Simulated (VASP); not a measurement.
# Al (Fm-3m) in VASP: a series of runs

Runs on Al. Level: LDA. Tasks: single point.

All numbers are computed with VASP 6.6.1; they aren't measurements. Logs are shortened: lines on timing, memory, paths and dates and some standing lists are left out, and cuts for length are marked.

## Step 1: The undisturbed crystal

It takes space group Fm-3m (No. 225, cubic). Conventional cell: a = 4.050 Å, b = 4.050 Å, c = 4.050 Å, α = 90.00°, β = 90.00°, γ = 90.00°. Al (site symmetry m-3m) is surrounded by 12 Al at 2.86 Å.

## Step 2: Single point, LDA (grid = ENCUT=300 dk=0.35 cell=3x3x3 ISMEAR=1 SIGMA=0.1 LREAL=Auto EDIFF=1e-06)

INCAR

```
SYSTEM = Al
ALGO = Fast
EDIFF = 1E-6
ENCUT = 300
ISIF = 2
ISMEAR = 1
LASPH = .True.
LCHARG = .False.
LREAL = Auto
LWAVE = .False.
NBANDS = 66
NELM = 120
PREC = Accurate
SIGMA = 0.1
```

KPOINTS

```
k-points
0
Gamma
  3 3 3
  0 0 0
```

POSCAR

```
Al
1.0
    0.0000000000      6.0744150000      6.0744150000
    6.0744150000      0.0000000000      6.0744150000
    6.0744150000      6.0744150000      0.0000000000
Al
27
Direct
    0.0000000000      0.0000000000      0.0000000000
    0.0000000000      0.0000000000      0.3333333333
    0.0000000000      0.0000000000      0.6666666667
    0.0000000000      0.3333333333      0.0000000000
    0.0000000000      0.3333333333      0.3333333333
    0.0000000000      0.3333333333      0.6666666667
    0.0000000000      0.6666666667      0.0000000000
    0.0000000000      0.6666666667      0.3333333333
    0.0000000000      0.6666666667      0.6666666667
    0.3333333333      0.0000000000      0.0000000000
    0.3333333333      0.0000000000      0.3333333333
    0.3333333333      0.0000000000      0.6666666667
    0.3333333333      0.3333333333      0.0000000000
    0.3333333333      0.3333333333      0.3333333333
    0.3333333333      0.3333333333      0.6666666667
    0.3333333333      0.6666666667      0.0000000000
    0.3333333333      0.6666666667      0.3333333333
    0.3333333333      0.6666666667      0.6666666667
    0.6666666667      0.0000000000      0.0000000000
    0.6666666667      0.0000000000      0.3333333333
    0.6666666667      0.0000000000      0.6666666667
    0.6666666667      0.3333333333      0.0000000000
    0.6666666667      0.3333333333      0.3333333333
    0.6666666667      0.3333333333      0.6666666667
    0.6666666667      0.6666666667      0.0000000000
    0.6666666667      0.6666666667      0.3333333333
    0.6666666667      0.6666666667      0.6666666667
```

Potentials or basis: VASP PAW LDA potentials, release 64 (Al).

On the command line:

```bash
cat potpaw_LDA.64/Al/POTCAR > POTCAR
mpirun -np 1 vasp_std > vasp.out
```

OUTCAR:

```text
SYSTEM = Al
   EDIFF = 1E-6
   ENCUT = 300
   ISIF = 2
   ISMEAR = 1
   LASPH = .True.
   LREAL = Auto
   NELM = 120
   PREC = Accurate

 Found      4 irreducible k-points:

 Following reciprocal coordinates:
            Coordinates               Weight
  0.000000  0.000000  0.000000      1.000000
  0.333333  0.000000  0.000000      8.000000
  0.333333  0.333333  0.000000      6.000000
 -0.333333  0.333333  0.000000     12.000000
   k-points           NKPTS =      4   k-points in BZ     NKDIM =      4   number of bands    NBANDS=     66
   number of dos      NEDOS =    301   number of ions     NIONS =     27
   total plane-waves  NPLWV = 125000
   dimension x,y,z NGX =    50 NGY =   50 NGZ =   50
   dimension x,y,z NGXF=   100 NGYF=  100 NGZF=  100
   ions per type =              27
   NGX,Y,Z   is equivalent  to a cutoff of   9.68,  9.68,  9.68 a.u.
   NGXF,Y,Z  is equivalent  to a cutoff of  19.35, 19.35, 19.35 a.u.
 SYSTEM =  Al
   PREC   = accura    normal or accurate (medium, high low for compatibility)
   ISTART =      0    job   : 0-new  1-cont  2-samecut
   ICHARG =      2    charge: 1-file 2-atom 10-const
   ISPIN  =      1    spin polarized calculation?
   LNONCOLLINEAR =      F non collinear calculations
   LSORBIT =      F    spin-orbit coupling
   LASPH  =      T    aspherical Exc in radial PAW
   ENCUT  =  300.0 eV  22.05 Ry    4.70 a.u.  12.13 12.13 12.13*2*pi/ulx,y,z
   NELM   =    120;   NELMIN=  2; NELMDL= -5     # of ELM steps
   EDIFF  = 0.1E-05   stopping-criterion for ELM
   LREAL  =      T    real-space projection
   EDIFFG = 0.1E-04   stopping-criterion for IOM
   NSW    =      0    number of steps for IOM
[... 5 lines left out ...]
   TEBEG  =    0.0;   TEEND  =   0.0 temperature during run
   PSTRESS=    0.0 pullay stress
   NELECT =      81.0000    total number of electrons
   NUPDOWN=      -1.0000    fix difference up-down
   EMIN   =  10.00;   EMAX   =-10.00  energy-range for DOS
   EFERMI =   0.00;   METHOD = LEGACY
   ISMEAR =     1;   SIGMA  =   0.10  broadening in eV -4-tet -1-fermi 0-gaus
   EFERMI_NEDOS =   21; number of points for ismear=-14 and -15
   IALGO  =     68    algorithm
   IMIX   =      4    mixing-type and parameters
     AMIX     =   0.40;   BMIX     =  1.00
     AMIX_MAG =   1.60;   BMIX_MAG =  1.00
  volume/ion in A,a.u.               =      16.60       112.04
  Fermi-wavevector in a.u.,A,eV,Ry     =   0.925526  1.748991 11.654733  0.856599
  Thomas-Fermi vector in A             =   2.051390
   LORBIT       =      0    0 simple, 1 ext, 2 COOP (PROOUT), +10 PAW based schemes
   GGA     = CA    functional components
   LHFCALC =     F    Hartree Fock is set to
   AEXX    =    0.0000 exact exchange contribution
   IVDW    =     0    specifies the selected vdW correction
   LEPSILON=     F    determine dielectric tensor
   LRPA    =     F    only Hartree local field effects (RPA)
 non-spin polarized calculation
 RMM-DIIS sequential band-by-band and
 Methfessel and Paxton  Order N= 1 SIGMA  =   0.10
  energy-cutoff  :      300.00
  volume of cell :      448.27
 maximum number of plane-waves:      5303
 NGX is ok and might be reduce to    50
   NGX = 25   NGY = 25   NGZ = 25

 number of electron      81.0000000 magnetization

 Free energy of the ion-electron system (eV)
  ---------------------------------------------------
  ext. energy  EPLUGINS =         0.00000000
  ---------------------------------------------------
  free energy    TOTEN  =      -112.04732242 eV

  energy without entropy =     -112.01164471  energy(sigma->0) =     -112.03542985

 E-fermi :   7.7161     XC(G=0): -10.3202

 val. band max:        7.5861270636   @ k =   0.3333   0.3333   0.0000
 cond. band min:       7.7411491078   @ k =  -0.3333   0.3333   0.0000
 fundamental gap:      0.1550220441
 Fermi energy:         7.7160629128

 k-point     1 :       0.0000    0.0000    0.0000
  band No.  band energies     occupation
      1      -3.3293      2.00000
      2      -0.3586      2.00000
      3      -0.3586      2.00000
      4      -0.3586      2.00000
      5      -0.3586      2.00000
      6      -0.3586      2.00000
[... 44 lines left out ...]
     51       8.0815     -0.00000
     52       8.2198     -0.00000

 k-point     2 :       0.3333    0.0000    0.0000
  band No.  band energies     occupation
      1      -2.9961      2.00000
      2      -2.0013      2.00000
      3      -0.6858      2.00000
      4      -0.6858      2.00000
      5      -0.6858      2.00000
      6      -0.3588      2.00000
[... 44 lines left out ...]
     51       9.6831     -0.00000
     52       9.6831     -0.00000

 k-point     3 :       0.3333    0.3333    0.0000
  band No.  band energies     occupation
      1      -2.8852      2.00000
      2      -1.5614      2.00000
      3      -1.2324      2.00000
      4      -1.2324      2.00000
      5      -1.2324      2.00000
      6      -1.2324      2.00000
[... 44 lines left out ...]
     51       9.7453      0.00000
     52       9.7453      0.00000

 k-point     4 :      -0.3333    0.3333    0.0000
  band No.  band energies     occupation
      1      -2.4425      2.00000
      2      -2.1115      2.00000
      3      -2.1115      2.00000
      4      -1.1229      2.00000
      5      -1.1229      2.00000
      6       0.1850      2.00000
[... 44 lines left out ...]
     51       9.4628     -0.00000
     52       9.4628     -0.00000
 [bands above 52 left out]

------------------------ aborting loop because EDIFF is reached ----------------------------------------

  FORCE on cell =-STRESS in cart. coord.  units (eV):
  Direction    XX          YY          ZZ          XY          YZ          ZX
  --------------------------------------------------------------------------------------
  -------------------------------------------------------------------------------------
  Total       -9.6488378     -9.6488378     -9.6488378      0.0000000      0.0000000     -0.0000000
  in kB      -34.4859517    -34.4859517    -34.4859517      0.0000000      0.0000000     -0.0000000
  external PRESSURE =     -34.4859517 kB  Pullay stress =       0.0000000 kB

 VOLUME and BASIS-vectors are now :
 -----------------------------------------------------------------------------
  energy-cutoff  :      300.00
  volume of cell :      448.27
      direct lattice vectors                 reciprocal lattice vectors
     0.000000000  6.074415000  6.074415000    -0.082312453  0.082312453  0.082312453
     6.074415000  0.000000000  6.074415000     0.082312453 -0.082312453  0.082312453
     6.074415000  6.074415000  0.000000000     0.082312453  0.082312453 -0.082312453

 POSITION                                       TOTAL-FORCE (eV/Angst)
 -----------------------------------------------------------------------------------
      0.00000      0.00000      0.00000         0.000000     -0.000000     -0.000000
      2.02480      2.02480      0.00000        -0.000000      0.000000     -0.000000
      4.04961      4.04961      0.00000        -0.000000     -0.000000     -0.000000
      2.02480      0.00000      2.02480        -0.000000      0.000000      0.000000
      4.04961      2.02480      2.02480        -0.000000     -0.000000      0.000000
      6.07442      4.04961      2.02480        -0.000000      0.000000      0.000000
[... 19 lines left out ...]
      6.07442      6.07442      8.09922         0.000000     -0.000000     -0.000000
      8.09922      8.09922      8.09922         0.000000     -0.000000      0.000000
 -----------------------------------------------------------------------------------
    total drift:                               -0.000000      0.000000     -0.000000

  FREE ENERGIE OF THE ION-ELECTRON SYSTEM (eV)
  ---------------------------------------------------
  free  energy   TOTEN  =      -112.0473224152 eV

  energy  without entropy=     -112.0116447092  energy(sigma->0) =     -112.03542985
```

Run time: 85 s. Hardware: 1 thread of Intel Xeon Platinum 8488C (Sapphire Rapids), shared host; peak memory 0.25 GiB.

The run converged, but some of its settings lie outside the range that counts as converged, so its numbers aren't taken as properties of the crystal.

Results:

```yaml
Free_energy: -112.0473 eV
Pressure: -3.4 GPa
Band_gap_on_the_k_mesh: none (metal or under the smearing width)
```

## Step 3: Single point, LDA (grid = ENCUT=350 dk=0.35 cell=3x3x3 ISMEAR=1 SIGMA=0.1 LREAL=False EDIFF=1e-06)

INCAR

```
SYSTEM = Al
ALGO = Fast
EDIFF = 1E-6
ENCUT = 350
ISIF = 2
ISMEAR = 1
LASPH = .True.
LCHARG = .False.
LREAL = .False.
LWAVE = .False.
NBANDS = 66
NELM = 120
PREC = Accurate
SIGMA = 0.1
```

KPOINTS is that of step 2.

POSCAR is that of step 2.

Potentials or basis: VASP PAW LDA potentials, release 64 (Al).

On the command line:

```bash
cat potpaw_LDA.64/Al/POTCAR > POTCAR
mpirun -np 1 vasp_std > vasp.out
```

It took 94 s on 1 thread of Intel Xeon Platinum 8488C (Sapphire Rapids), shared host; peak memory 0.28 GiB.

The run converged, but some of its settings lie outside the range that counts as converged, so its numbers aren't taken as properties of the crystal.

Results:

- Free energy: -112.1028 eV
- Pressure: -3.4 GPa
- Band gap on the k mesh: none (metal or under the smearing width)

## Step 4: Single point, LDA (grid = ENCUT=350 dk=0.35 cell=3x3x3 ISMEAR=1 SIGMA=0.02 LREAL=Auto EDIFF=1e-06)

INCAR: that of step 3 with these lines changed.

```diff
@@ -8,3 +8,3 @@
 LCHARG = .False.
-LREAL = .False.
+LREAL = Auto
 LWAVE = .False.
@@ -13,2 +13,2 @@
 PREC = Accurate
-SIGMA = 0.1
+SIGMA = 0.02
```

KPOINTS is that of step 3.

POSCAR is that of step 3.

On the command line:

```bash
cat potpaw_LDA.64/Al/POTCAR > POTCAR
mpirun -np 1 vasp_std > vasp.out
```

Wall time 92 s (1 thread of Intel Xeon Platinum 8488C (Sapphire Rapids), shared host); peak memory 0.28 GiB.

These settings aren't checked as converged: the numbers below hold their error.

What came out:

| Item | Value |
| --- | --- |
| Free energy | -112.0797 eV |
| Pressure | -3.4 GPa |
| Band gap on the k mesh | none (metal or under the smearing width) |

## Step 5: Single point, LDA (grid = ENCUT=400 dk=0.35 cell=3x3x3 ISMEAR=1 SIGMA=0.1 LREAL=Auto EDIFF=1e-06)

INCAR: that of step 4 with these lines changed.

```diff
@@ -3,3 +3,3 @@
 EDIFF = 1E-6
-ENCUT = 350
+ENCUT = 400
 ISIF = 2
@@ -13,2 +13,2 @@
 PREC = Accurate
-SIGMA = 0.02
+SIGMA = 0.1
```

KPOINTS is that of step 4.

POSCAR is that of step 4.

On the command line:

```bash
cat potpaw_LDA.64/Al/POTCAR > POTCAR
mpirun -np 1 vasp_std > vasp.out
```

It took 84 s on 1 thread of Intel Xeon Platinum 8488C (Sapphire Rapids), shared host; peak memory 0.31 GiB.

These settings aren't checked as converged: the numbers below hold their error.

Results:

```yaml
Free_energy: -112.1277 eV
Pressure: -3.4 GPa
Band_gap_on_the_k_mesh: none (metal or under the smearing width)
```

## Step 6: Single point, LDA (grid = ENCUT=600 dk=0.35 cell=3x3x3 ISMEAR=1 SIGMA=0.1 LREAL=Auto EDIFF=1e-06)

INCAR: that of step 5 with these lines changed.

```diff
@@ -3,3 +3,3 @@
 EDIFF = 1E-6
-ENCUT = 400
+ENCUT = 600
 ISIF = 2
```

KPOINTS is that of step 5.

POSCAR is that of step 5.

Potentials or basis: VASP PAW LDA potentials, release 64 (Al).

On the command line:

```bash
cat potpaw_LDA.64/Al/POTCAR > POTCAR
mpirun -np 1 vasp_std > vasp.out
```

Wall time 2.5 min (1 thread of Intel Xeon Platinum 8488C (Sapphire Rapids), shared host); peak memory 0.5 GiB.

These settings aren't checked as converged: the numbers below hold their error.

What came out:

```yaml
Free_energy: -112.1244 eV
Pressure: -3.4 GPa
Band_gap_on_the_k_mesh: none (metal or under the smearing width)
```
